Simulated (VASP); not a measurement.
# Si (Fd-3m) in VASP: further runs

The runs below take Si through single point, with PBE.

Program: VASP 6.6.1. These are calculated values, not measurements. Logs are shortened: lines on timing, memory, paths and dates and some standing lists are left out, and cuts for length are marked.

## 1. The crystal as given

It takes space group Fd-3m (No. 227, cubic). Conventional cell: a = 5.427 Å, b = 5.427 Å, c = 5.427 Å, α = 90.00°, β = 90.00°, γ = 90.00°. Around Si (site symmetry -43m) lie 4 Si at 2.35 Å.

## 2. Single point, PBE

Input file INCAR:

```
SYSTEM = Si
PREC = Accurate ; ENCUT = 520
EDIFF = 1E-7 ; ISMEAR = 0
SIGMA = 0.02 ; LREAL = .FALSE.
LASPH = .TRUE. ; NELM = 60
ALGO = Normal ; ISIF = 2
LWAVE = .FALSE. ; LCHARG = .FALSE.
GGA = PE ; NBANDS = 11
```

Input file KPOINTS:

```
regular mesh
0
G
  4 4 4
  0 0 0
```

Input file POSCAR:

```
Si
1.0
    0.0000000000      2.7135600000      2.7135600000
    2.7135600000      0.0000000000      2.7135600000
    2.7135600000      2.7135600000      0.0000000000
Si
2
Direct
    0.7500000000      0.7500000000      0.7500000000
    0.5000000000      0.5000000000      0.5000000000
```

Potentials or basis: VASP PAW PBE potentials, release 64 (Si).

Command:

```bash
$ cat potpaw_PBE.64/Si/POTCAR > POTCAR
$ mpirun -np 1 vasp_std > vasp.out
```

OUTCAR:

```text
SYSTEM = Si
   PREC = Accurate
   ENCUT = 520
   EDIFF = 1E-7
   ISMEAR = 0
   LREAL = .FALSE.
   LASPH = .TRUE.
   NELM = 60
   ISIF = 2
   GGA = PE

 ion  position               nearest neighbor table
   1  0.750  0.750  0.750-   2 2.35   2 2.35   2 2.35   2 2.35
   2  0.500  0.500  0.500-   1 2.35   1 2.35   1 2.35   1 2.35

  LATTYP: Found a face centered cubic cell.
 ALAT       =     5.4271200000

  Lattice vectors:

 A1 = (   0.0000000000,   2.7135600000,   2.7135600000)
 A2 = (   2.7135600000,   0.0000000000,   2.7135600000)
 A3 = (   2.7135600000,   2.7135600000,   0.0000000000)

Analysis of symmetry for initial positions (statically):
=====================================================================
 Subroutine PRICEL returns:
 Original cell was already a primitive cell.

 Routine SETGRP: Setting up the symmetry group for a
 face centered cubic supercell.

 Subroutine GETGRP returns: Found 48 space group operations
 (whereof 24 operations were pure point group operations)
 out of a pool of 48 trial point group operations.

The static configuration has the point symmetry T_d .
 The point group associated with its full space group is O_h .

Analysis of symmetry for dynamics (positions and initial velocities):
=====================================================================
 Subroutine PRICEL returns:
 Original cell was already a primitive cell.

 Routine SETGRP: Setting up the symmetry group for a
 face centered cubic supercell.

 Subroutine GETGRP returns: Found 48 space group operations
 (whereof 24 operations were pure point group operations)
 out of a pool of 48 trial point group operations.

The dynamic configuration has the point symmetry T_d .
 The point group associated with its full space group is O_h .

 Subroutine INISYM returns: Found 48 space group operations
 (whereof 24 operations are pure point group operations),
 and found     1 'primitive' translations

----------------------------------------------------------------------------------------

                                     Primitive cell

  volume of cell :      39.9621

  direct lattice vectors                    reciprocal lattice vectors
     0.000000000  2.713560000  2.713560000    -0.184259792  0.184259792  0.184259792
     2.713560000  0.000000000  2.713560000     0.184259792 -0.184259792  0.184259792
     2.713560000  2.713560000  0.000000000     0.184259792  0.184259792 -0.184259792

  length of vectors
     3.837553354  3.837553354  3.837553354     0.319147321  0.319147321  0.319147321

  position of ions in fractional coordinates (direct lattice)
     0.750000000  0.750000000  0.750000000
     0.500000000  0.500000000  0.500000000
[... 72 lines left out ...]
   NUPDOWN=      -1.0000    fix difference up-down
   EMIN   =  10.00;   EMAX   =-10.00  energy-range for DOS
   EFERMI =   0.00;   METHOD = LEGACY
   ISMEAR =     0;   SIGMA  =   0.02  broadening in eV -4-tet -1-fermi 0-gaus
   EFERMI_NEDOS =   21; number of points for ismear=-14 and -15
   IALGO  =     38    algorithm
   IMIX   =      4    mixing-type and parameters
     AMIX     =   0.40;   BMIX     =  1.00
     AMIX_MAG =   1.60;   BMIX_MAG =  1.00
  volume/ion in A,a.u.               =      19.98       134.84
  Fermi-wavevector in a.u.,A,eV,Ry     =   0.957684  1.809760 12.478691  0.917158
  Thomas-Fermi vector in A             =   2.086724
   LORBIT       =      0    0 simple, 1 ext, 2 COOP (PROOUT), +10 PAW based schemes
   GGA     = PE    functional components
   LHFCALC =     F    Hartree Fock is set to
   AEXX    =    0.0000 exact exchange contribution
   IVDW    =     0    specifies the selected vdW correction
   LEPSILON=     F    determine dielectric tensor
   LRPA    =     F    only Hartree local field effects (RPA)
 non-spin polarized calculation
 Gauss-broadening in eV      SIGMA  =   0.02
  energy-cutoff  :      520.00
  volume of cell :       39.96
 maximum number of plane-waves:      1090
 NGX is ok and might be reduce to    30
   NGX = 15   NGY = 15   NGZ = 15

 number of electron       8.0000000 magnetization

 Free energy of the ion-electron system (eV)
  ---------------------------------------------------
  ext. energy  EPLUGINS =         0.00000000
  ---------------------------------------------------
  free energy    TOTEN  =       -10.65557789 eV

  energy without entropy =      -10.65557789  energy(sigma->0) =      -10.65557789

 E-fermi :   5.9884     XC(G=0):  -9.3901

 val. band max:        5.8901496990   @ k =   0.0000   0.0000   0.0000
 cond. band min:       6.5793675353   @ k =   0.5000   0.5000   0.0000
 fundamental gap:      0.6892178363
 Fermi energy:         5.9883935956

 k-point     1 :       0.0000    0.0000    0.0000
  band No.  band energies     occupation
      1      -6.0895      2.00000
      2       5.8901      2.00000
      3       5.8901      2.00000
      4       5.8901      2.00000
      5       8.4381      0.00000
      6       8.4381      0.00000
      7       8.4381      0.00000
      8       9.2902      0.00000
      9      13.5886      0.00000
     10      13.5886      0.00000
     11      13.8570      0.00000
[... 85 lines left out ...]
 k-point     8 :      -0.2500    0.5000    0.2500
  band No.  band energies     occupation
      1      -1.7688      2.00000
      2      -1.7688      2.00000
      3       2.0190      2.00000
      4       2.0190      2.00000
      5      10.1471      0.00000
      6      10.1471      0.00000
      7      10.8881      0.00000
      8      10.8881      0.00000
      9      16.4770      0.00000
     10      16.4770      0.00000
     11      18.9381      0.00000

------------------------ aborting loop because EDIFF is reached ----------------------------------------

  FORCE on cell =-STRESS in cart. coord.  units (eV):
  Direction    XX          YY          ZZ          XY          YZ          ZX
  --------------------------------------------------------------------------------------
  -------------------------------------------------------------------------------------
  Total        0.6934848      0.6934848      0.6934848      0.0000000      0.0000000      0.0000000
  in kB       27.8034838     27.8034838     27.8034838      0.0000000      0.0000000      0.0000000
  external PRESSURE =      27.8034838 kB  Pullay stress =       0.0000000 kB

 VOLUME and BASIS-vectors are now :
 -----------------------------------------------------------------------------
  energy-cutoff  :      520.00
  volume of cell :       39.96
      direct lattice vectors                 reciprocal lattice vectors
     0.000000000  2.713560000  2.713560000    -0.184259792  0.184259792  0.184259792
     2.713560000  0.000000000  2.713560000     0.184259792 -0.184259792  0.184259792
     2.713560000  2.713560000  0.000000000     0.184259792  0.184259792 -0.184259792

 POSITION                                       TOTAL-FORCE (eV/Angst)
 -----------------------------------------------------------------------------------
      4.07034      4.07034      4.07034        -0.000000     -0.000000     -0.000000
      2.71356      2.71356      2.71356         0.000000      0.000000      0.000000
 -----------------------------------------------------------------------------------
    total drift:                                0.000000     -0.000000     -0.000000

  FREE ENERGIE OF THE ION-ELECTRON SYSTEM (eV)
  ---------------------------------------------------
  free  energy   TOTEN  =       -10.6555778866 eV

  energy  without entropy=      -10.6555778866  energy(sigma->0) =      -10.65557789
```

OSZICAR:

```text
N       E                     dE             d eps       ncg     rms          rms(c)
DAV:   1     0.914229894463E+01    0.91423E+01   -0.32233E+03   176   0.584E+02
DAV:   2    -0.101921788164E+02   -0.19334E+02   -0.18651E+02   224   0.864E+01
DAV:   3    -0.108545968076E+02   -0.66242E+00   -0.66121E+00   237   0.145E+01
DAV:   4    -0.108596932888E+02   -0.50965E-02   -0.50959E-02   205   0.161E+00
DAV:   5    -0.108597426401E+02   -0.49351E-04   -0.49351E-04   223   0.150E-01    0.499E+00
DAV:   6    -0.107178014992E+02    0.14194E+00   -0.78036E-02   194   0.117E+00    0.305E+00
DAV:   7    -0.106535098433E+02    0.64292E-01   -0.15229E-01   194   0.176E+00    0.201E-01
DAV:   8    -0.106552716162E+02   -0.17618E-02   -0.68247E-03   200   0.450E-01    0.843E-02
DAV:   9    -0.106555442373E+02   -0.27262E-03   -0.25132E-04   208   0.951E-02    0.605E-02
DAV:  10    -0.106555767495E+02   -0.32512E-04   -0.28680E-05   208   0.309E-02    0.607E-03
DAV:  11    -0.106555776434E+02   -0.89384E-06   -0.24119E-06   222   0.815E-03    0.323E-03
DAV:  12    -0.106555778464E+02   -0.20309E-06   -0.55880E-07   203   0.464E-03    0.148E-03
DAV:  13    -0.106555778866E+02   -0.40115E-07   -0.45293E-09   127   0.475E-04
   1 F= -.10655578E+02 E0= -.10655578E+02  d E =-.175395E-13
```

Wall time 5.8 s (1 thread of Intel Xeon Platinum 8375C at 2.90GHz (Ice Lake), shared host); peak memory 0.15 GiB.

What came out:

- Free energy: -10.6556 eV
- Pressure: 2.8 GPa
- Band gap on the k mesh: 0.69 eV, indirect (least direct gap 2.55 eV)

Levels at points of the mesh, in eV from the valence-band top:
| k point | band 1 | band 2 | band 3 | band 4 | band 5 | band 6 | band 7 | band 8 | band 9 |
| --- | --- | --- | --- | --- | --- | --- | --- | --- | --- |
| (0.00, 0.00, 0.00) | -11.98 | 0.00 | 0.00 | 0.00 | 2.55 | 2.55 | 2.55 | 3.40 | 7.70 |
| (0.50, 0.00, 0.00) | -9.64 | -6.99 | -1.20 | -1.20 | 1.54 | 3.32 | 3.32 | 7.72 | 10.54 |
| (0.50, 0.50, 0.00) | -7.82 | -7.82 | -2.86 | -2.86 | 0.69 | 0.69 | 10.12 | 10.12 | 10.97 |

Caveat: the k mesh is coarse (spacing up to 0.50 Å⁻¹), so the values aren't converged.

## 3. Single point, PBE

INCAR is that of step 2.

Input file KPOINTS:

```
regular mesh
0
G
  6 6 6
  0 0 0
```

POSCAR is that of step 2.

Potentials or basis: VASP PAW PBE potentials, release 64 (Si).

Command:

```bash
$ cat potpaw_PBE.64/Si/POTCAR > POTCAR
$ mpirun -np 1 vasp_std > vasp.out
```

OUTCAR:

```text
SYSTEM = Si
   PREC = Accurate
   ENCUT = 520
   EDIFF = 1E-7
   ISMEAR = 0
   LREAL = .FALSE.
   LASPH = .TRUE.
   NELM = 60
   ISIF = 2
   GGA = PE

 ion  position               nearest neighbor table
   1  0.750  0.750  0.750-   2 2.35   2 2.35   2 2.35   2 2.35
   2  0.500  0.500  0.500-   1 2.35   1 2.35   1 2.35   1 2.35

  LATTYP: Found a face centered cubic cell.
 ALAT       =     5.4271200000

  Lattice vectors:

 A1 = (   0.0000000000,   2.7135600000,   2.7135600000)
[... 402 lines left out ...]

------------------------ aborting loop because EDIFF is reached ----------------------------------------

  FORCE on cell =-STRESS in cart. coord.  units (eV):
  Direction    XX          YY          ZZ          XY          YZ          ZX
  --------------------------------------------------------------------------------------
  -------------------------------------------------------------------------------------
  Total        0.5510397      0.5510397      0.5510397      0.0000000      0.0000000     -0.0000000
  in kB       22.0925177     22.0925177     22.0925177      0.0000000      0.0000000     -0.0000000
  external PRESSURE =      22.0925177 kB  Pullay stress =       0.0000000 kB

 VOLUME and BASIS-vectors are now :
 -----------------------------------------------------------------------------
  energy-cutoff  :      520.00
  volume of cell :       39.96
      direct lattice vectors                 reciprocal lattice vectors
     0.000000000  2.713560000  2.713560000    -0.184259792  0.184259792  0.184259792
     2.713560000  0.000000000  2.713560000     0.184259792 -0.184259792  0.184259792
     2.713560000  2.713560000  0.000000000     0.184259792  0.184259792 -0.184259792

 POSITION                                       TOTAL-FORCE (eV/Angst)
 -----------------------------------------------------------------------------------
      4.07034      4.07034      4.07034         0.000000      0.000000      0.000000
      2.71356      2.71356      2.71356        -0.000000     -0.000000     -0.000000
 -----------------------------------------------------------------------------------
    total drift:                                0.000000     -0.000000     -0.000000

  FREE ENERGIE OF THE ION-ELECTRON SYSTEM (eV)
  ---------------------------------------------------
  free  energy   TOTEN  =       -10.8198740055 eV

  energy  without entropy=      -10.8198740055  energy(sigma->0) =      -10.81987401
```

stdout:

```text
POSCAR found type information on POSCAR Si
 POSCAR found :  1 types and       2 ions
 scaLAPACK will be used
 LDA part: xc-table for (Slater+PW92), standard interpolation
 POSCAR, INCAR and KPOINTS ok, starting setup
 FFT: planning ... GRIDC
 FFT: planning ... GRID_SOFT
 FFT: planning ... GRID
 WAVECAR not read
 entering main loop
```

It took 8.2 s on 1 thread of Intel Xeon Platinum 8375C at 2.90GHz (Ice Lake), shared host; peak memory 0.15 GiB.

What came out:

```yaml
Free_energy: -10.8199 eV
Pressure: 2.2 GPa
Band_gap_on_the_k_mesh: 0.70 eV, indirect (least direct gap 2.56 eV)
```

A k mesh can miss the band edges. A hybrid or GW would open this gap; PBE tends to underestimate it.

(Continued in part 2 of 2.)
